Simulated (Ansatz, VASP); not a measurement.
**PbO in VASP and in Ansatz**

```
Pb O
1.0
     0.00000    2.69992    2.69992
     2.69992    0.00000    2.69992
     2.69992    2.69992    0.00000
Pb O
1 1
Direct
  0.00000 0.00000 0.00000
  0.25000 0.25000 0.25000
```

Alike in both runs: functional PBE; k mesh 14 × 14 × 14; occupations fermi-dirac, width 0.05 eV; no spin polarisation.

Ansatz relaxed the structure, and its values are those at the end. VASP's run is a single point on that final structure, the one shown.

```csv
,VASP,Ansatz
version,VASP 6.6.1,Ansatz 0.2.0
potentials or method,"VASP PAW PBE potentials, release 64 (Pb_d, O)","PAW with Ansatz's default frozen-core files, scalar-relativistic"
plane-wave cutoff (eV),520,420
valence electrons in the cell,20,20
```

```csv
,VASP,Ansatz,Ansatz less VASP
pressure (GPa),12.0,12.0,-0.04
```

Spin-orbit coupling is left out, which matters for the levels of Pb.
